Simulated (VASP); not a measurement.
# Tl (Im-3m) in VASP: notebook, part 2 of 2

VASP 6.6.1.

**3. Relaxation of the atoms, r2SCAN50+D4, collinear spin, ferromagnetic start (cell strained at random at fixed volume)**

Input file POSCAR:

```
Tl
1.0
   -1.9609150000      1.9630950000      1.9727890000
    1.9840860000     -1.9374280000      1.9702930000
    1.9349920000      1.9115050000     -1.9471220000
Tl
1
Direct
    0.0063680000      0.0055930000      0.0056740000
```

Input file INCAR.step1:

```
SYSTEM = Tl
PREC = Accurate ; ENCUT = 520
EDIFF = 1E-5 ; ISMEAR = 0
SIGMA = 0.05 ; LREAL = .FALSE.
LASPH = .TRUE. ; NELM = 100
ALGO = Normal ; LWAVE = .TRUE.
LCHARG = .FALSE. ; ISPIN = 2
MAGMOM = 0.5 ; LORBIT = 11
POTIM = 0.2 ; GGA = PE
```

Input file INCAR.step2:

```
SYSTEM = Tl
PREC = Accurate ; ENCUT = 520
EDIFF = 1E-7 ; ISMEAR = 0
SIGMA = 0.05 ; LREAL = .FALSE.
LASPH = .TRUE. ; NELM = 100
ALGO = Normal ; ISIF = 2
LWAVE = .FALSE. ; LCHARG = .FALSE.
ISPIN = 2 ; MAGMOM = 0.5
LORBIT = 11 ; METAGGA = R2SCAN
LHFCALC = .TRUE. ; AEXX = 0.5
LMIXTAU = .TRUE. ; PRECFOCK = Fast
HFRCUT = -1 ; IVDW = 13
VDW_S6 = 1.0 ; VDW_S8 = 1.0471
VDW_A1 = 0.4574 ; VDW_A2 = 5.8969
IBRION = 1 ; NSW = 60
EDIFFG = -0.05 ; POTIM = 0.2
ISTART = 1
```

Input file KPOINTS:

```
Automatic mesh
0
G
  5 5 5
  0 0 0
```

Potentials or basis: VASP PAW PBE potentials, release 64 (Tl_d).

Started as:

```
cat potpaw_PBE.64/Tl_d/POTCAR > POTCAR
cp INCAR.step1 INCAR
mpirun -np 1 vasp_std > vasp.out
cp INCAR.step2 INCAR
mpirun -np 1 vasp_std > vasp.out
```

OUTCAR:

```text
SYSTEM = Tl
   PREC = Accurate
   ENCUT = 520
   EDIFF = 1E-7
   ISMEAR = 0
   LREAL = .FALSE.
   LASPH = .TRUE.
   NELM = 100
   ISIF = 2
   ISPIN = 2
   LORBIT = 11
   METAGGA = R2SCAN
   LHFCALC = .TRUE.
   AEXX = 0.5
   PRECFOCK = Fast
   IVDW = 13
   IBRION = 1
   NSW = 60
   EDIFFG = -0.05
   POTIM = 0.2
   ISTART = 1

 ion  position               nearest neighbor table
   1  0.006  0.006  0.006-

  LATTYP: Found a triclinic cell.
[... 898 lines left out ...]
 -----------------------------------------------------------------------------------
      0.00959      0.01251      0.01253        -0.000000      0.000000      0.000000
 -----------------------------------------------------------------------------------
    total drift:                                0.000001     -0.000000      0.000010

--------------------------------------------------------------------------------------------------------

  FREE ENERGIE OF THE ION-ELECTRON SYSTEM (eV)
  ---------------------------------------------------
  free  energy   TOTEN  =       -29.7332358686 eV

  energy  without entropy=      -29.7330101928  energy(sigma->0) =      -29.73312303

--------------------------------------------------------------------------------------------------------

--------------------------------------------------------------------------------------------------------

 Quasi-Newton relaxation of ions (Broydens 2nd method)
  g(Force)  = 0.197E-44   g(Stress)= 0.000E+00

 Reset! Starting new Quasi-Newton update for ions

--------------------------------------------------------------------------------------------------------

 reached required accuracy - stopping structural energy minimisation

 total charge

# of ion       s       p       d       tot
------------------------------------------
    1        1.222   0.363   9.671  11.255

 magnetization (x)

# of ion       s       p       d       tot
------------------------------------------
    1       -0.001  -0.002  -0.000  -0.003

=======================================================================
```

It took 15 min on 1 thread of Intel Xeon Platinum 8488C (Sapphire Rapids), shared host; peak memory 0.21 GiB.

Results:

```yaml
Free_energy: -29.7332 eV
Pressure_after_relaxing: -1.1 GPa
Band_gap_on_the_k_mesh: none (metal or under the smearing width)
Net_moment: -0.01 μB per cell
Valence_electrons_inside_the_program's_atomic_spheres: Tl 11.26
Dispersion_energy_per_atom: -0.176 eV
```

Final structure:
```cif
data_structure
_symmetry_space_group_name_H-M 'P 1'
_symmetry_Int_Tables_number 1
_cell_length_a 3.4045
_cell_length_b 3.4018
_cell_length_c 3.3450
_cell_angle_alpha 108.978
_cell_angle_beta 109.936
_cell_angle_gamma 109.191
_cell_volume 29.93
loop_
_atom_site_label
_atom_site_type_symbol
_atom_site_fract_x
_atom_site_fract_y
_atom_site_fract_z
_atom_site_occupancy
Tl1 Tl 0.00637 0.00559 0.00567 1
```

Caveat: the k mesh is coarse (spacing up to 0.46 Å⁻¹), so the values aren't converged, least of all with exact exchange; the relaxation stopped at its first step, so nothing moved; the PAW data sets were made with another functional, which shifts forces and pressure a little; pairwise dispersion overbinds metals, which lowers pressure and volume.

**4. Single point, PBE+dDsC, collinear spin, ferromagnetic start (cell strained at random at fixed volume)**

Input file INCAR:

```
SYSTEM = Tl
ALGO     = Normal         ! electronic algorithm
EDIFF    = 1E-6           ! SCF threshold, eV
ENCUT    = 500            ! plane-wave cutoff, eV
GGA      = PE             ! functional
ISIF     = 2              ! what is computed and relaxed
ISMEAR   = 0              ! smearing method
ISPIN    = 2              ! spin polarisation
IVDW     = 4              ! dispersion correction
LASPH    = .TRUE.         ! aspherical terms in the spheres
LCHARG   = .FALSE.        ! write CHGCAR
LORBIT   = 11             ! projections on sites
LREAL    = .FALSE.        ! projectors in reciprocal space
LWAVE    = .FALSE.        ! write WAVECAR
MAGMOM   = 0.5            ! initial moments
NBANDS   = 12             ! bands
NELM     = 60             ! most SCF steps
PREC     = Accurate       ! precision mode
SIGMA    = 0.05           ! smearing width, eV
```

Input file KPOINTS:

```
k-points
0
G
  10 10 10
  0 0 0
```

Changes to POSCAR since step 3:

```diff
@@ -7,3 +7,3 @@
 1
-Direct
-    0.0063680000      0.0055930000      0.0056740000
+Cartesian
+    0.0095890309      0.0125108335      0.0125345989
```

Potentials or basis: VASP PAW PBE potentials, release 64 (Tl).

Started as:

```
cat potpaw_PBE.64/Tl/POTCAR > POTCAR
mpirun -np 1 vasp_std > vasp.out
```

It took 4.6 min on 1 thread of Intel Xeon Platinum 8488C (Sapphire Rapids), shared host; peak memory 0.36 GiB.

It converged, with:

| Property | Result |
| --- | --- |
| Free energy | -2.5808 eV |
| Pressure | -1.0 GPa |
| Band gap on the k mesh | none (metal or under the smearing width) |
| Net moment | 0.00 μB per cell |
| Valence electrons inside the program's atomic spheres | Tl 2.38 |
| Dispersion energy per atom | -0.336 eV |

Stress tensor (GPa, compression positive):
```
-0.98  0.30 -0.33
 0.30 -0.97 -0.34
-0.33 -0.34 -1.04
```

Levels at points of the mesh, in eV from the Fermi level:
Spin up:
| k point | band 1 | band 2 | band 3 | band 4 | band 5 |
| --- | --- | --- | --- | --- | --- |
| (0.00, 0.00, 0.00) | -9.67 | 10.03 | 10.12 | 10.38 | 10.45 |
| (0.50, 0.00, 0.00) | -5.18 | -2.55 | 5.72 | 7.10 | 8.45 |
| (0.00, 0.50, 0.00) | -5.24 | -2.58 | 5.86 | 7.28 | 8.55 |
| (0.50, 0.50, 0.00) | -5.15 | -2.53 | 5.65 | 7.00 | 8.40 |
| (0.00, 0.00, 0.50) | -4.94 | -2.46 | 5.50 | 6.87 | 8.35 |
| (0.50, 0.00, 0.50) | -5.06 | -2.52 | 5.74 | 7.16 | 8.53 |
| (0.00, 0.50, 0.50) | -4.98 | -2.48 | 5.58 | 6.97 | 8.41 |
| (0.50, 0.50, 0.50) | -1.74 | 1.34 | 1.49 | 1.71 | 5.84 |
Spin down:
| k point | band 1 | band 2 | band 3 | band 4 |
| --- | --- | --- | --- | --- |
| (0.00, 0.00, 0.00) | -9.67 | 10.03 | 10.12 | 10.38 |
| (0.50, 0.00, 0.00) | -5.18 | -2.55 | 5.72 | 7.10 |
| (0.00, 0.50, 0.00) | -5.24 | -2.58 | 5.86 | 7.28 |
| (0.50, 0.50, 0.00) | -5.15 | -2.53 | 5.65 | 7.00 |
| (0.00, 0.00, 0.50) | -4.94 | -2.46 | 5.50 | 6.87 |
| (0.50, 0.00, 0.50) | -5.06 | -2.52 | 5.74 | 7.16 |
| (0.00, 0.50, 0.50) | -4.98 | -2.48 | 5.58 | 6.97 |
| (0.50, 0.50, 0.50) | -1.74 | 1.34 | 1.49 | 1.71 |

Caveat: pairwise dispersion overbinds metals, which lowers pressure and volume.

**5. Overview**

| task | level | potentials or basis | spin | cell | k mesh | cutoff (eV) | smearing | grid for exact exchange (PRECFOCK) | exchange at q = 0 | other keys | mesh quality | gap on the mesh (eV) | pressure (GPa) | moment (μB) |
| --- | --- | --- | --- | --- | --- | --- | --- | --- | --- | --- | --- | --- | --- | --- |
| relaxation of cell and atoms | PBE+TS-HI | VASP PAW PBE potentials, release 64 (Tl_d) | SOC, no magnetisation | relaxed | 7 × 7 × 7 | 600 | methfessel-paxton 0.1 eV | - | - | - | not flagged | - | 0.0 | - |
| relaxation of the atoms | r2SCAN50+D4 | VASP PAW PBE potentials, release 64 (Tl_d) | collinear, ferromagnetic start | atoms relaxed from: cell strained at random at fixed volume | 5 × 5 × 5 | 520 | gaussian 0.05 eV | Fast | truncated | EDIFFG = -0.05; IBRION = 1; POTIM = 0.2 | coarse | none | -1.1 | 0.01 |
| single point | PBE+dDsC | VASP PAW PBE potentials, release 64 (Tl) | collinear, ferromagnetic start | cell strained at random at fixed volume | 10 × 10 × 10 | 500 | gaussian 0.05 eV | - | - | - | not flagged | none | -1.0 | 0.00 |

Caveats: some runs use coarse meshes; pairwise dispersion overbinds metals, which lowers pressure and volume (some runs); the relaxation stopped at its first step, so nothing moved (some runs); the PAW data sets were made with another functional, which shifts forces and pressure a little (some runs).

Total energies depend on the potentials used, so only differences within one code and one set of settings carry meaning.
